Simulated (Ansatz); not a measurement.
Results of PBE-D4 (plane waves, PAW; Ansatz, an electronic-structure program) for tetradymite Sb2Te3.

Run with plane-wave cutoff 500 eV, 10×10×10 k mesh, Fermi–Dirac smearing 0.05 eV, scalar-relativistic PAW data made under PBE.

Computed at the level's own relaxed cell.

Question: Predict the equilibrium volume per atom, lattice constant a and lattice parameter c.

Answer: 
equilibrium volume per atom: 31.45 Å³/atom
lattice constant a: 4.274 Å
lattice parameter c: 29.825 Å

Measured, for comparison: lattice constant a 4.264 Å (302 K, not corrected to a static lattice, our sources range from 4.256 to 4.264; as tabulated in Anderson, Krause, Acta Cryst. B 30, 1307 (1974), by the American Mineralogist …); lattice parameter c 30.458 Å (302 K, not corrected to a static lattice, our sources range from 30.363 to 30.458; as tabulated in Anderson, Krause, Acta Cryst. B 30, 1307 (1974), by the American Mineralogist …). Computed (rounded) less measured: lattice constant a +0.2 % (+0.2 % to +0.4 % over the range), lattice parameter c -2.1 % (-1.8 % to -2.1 % over the range).

Spin–orbit coupling is not included.

The result took roughly 8 core-minutes.
